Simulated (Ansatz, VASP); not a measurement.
Given: the input of a run of VASP 6.6.1 on Ca.

File INCAR:

```
PREC = Accurate
ENCUT = 520
EDIFF = 1E-7
ISMEAR = -1
SIGMA = 0.05
LREAL = F
LASPH = T
NELM = 100
ALGO = Normal
ISIF = 2
LWAVE = F
LCHARG = F
GGA = PE
NBANDS = 17
```

Contents of KPOINTS:

```
Automatic mesh
0
Gamma
  8 8 4
```

Contents of POSCAR:

```
Ca
1.0
    4.0063583840      0.0000000000      0.0000000000
   -2.0031791920      3.4696081373      0.0000000000
    0.0000000000      0.0000000000      6.5631800663
Ca
2
Direct
    0.6666666667      0.3333333333      0.7500000000
    0.3333333333      0.6666666667      0.2500000000
```

Potentials or basis: VASP PAW PBE potentials, release 64 (Ca_sv).

The run is started by

```console
$ cat potpaw_PBE.64/Ca_sv/POTCAR > POTCAR
$ mpirun -np 1 vasp_std > vasp.out
```

Translate it to Ansatz 0.2.0. Potentials there: all-electron LAPW, scalar-relativistic.

As run (the cutoff follows the program's own potentials):

Contents of input.yaml:

```yaml
crystal:
  lattice:
    - [4.006358384, 0.0, 0.0]
    - [-2.003179192, 3.4696081373, 0.0]
    - [0.0, 0.0, 6.5631800663]
  atoms:
    - { symbol: Ca, position: [0.6666666667, 0.3333333333, 0.75] }
    - { symbol: Ca, position: [0.3333333333, 0.6666666667, 0.25] }
kpoints:
  mp_grid: { grid: [8, 8, 4] }
scf:
  occupations: { method: fermi_dirac, width: 0.05 }
hamiltonian:
  xc: pbe
  pseudopotentials: { kind: all_electron, lapw: { basis_error: 0.0005 } }
output:
  forces: true
  stress: true
  eigenvalues: true
```

Potentials or basis: all-electron LAPW, scalar-relativistic.

Run with:

```bash
$ ansatz run input.yaml --threads 1 --pin off --max-ram 3072MiB --backend cpu --events-out ev --progress --plain --runs-dir out
```

Both were run:

|  | VASP | Ansatz | Ansatz less VASP |
| --- | --- | --- | --- |
| gap on the k mesh at the Fermi level (eV) | none | none | - |
| pressure (GPa) | -1.1 | -1.1 | -0.01 |
| largest component of the traceless stress (GPa) | 0.14 | 0.14 | -0.001 |

A gap of «none» marks a metal or a gap that the smearing closes. Ansatz ran all-electron here, so the differences hold the error of VASP's frozen core and of both bases.
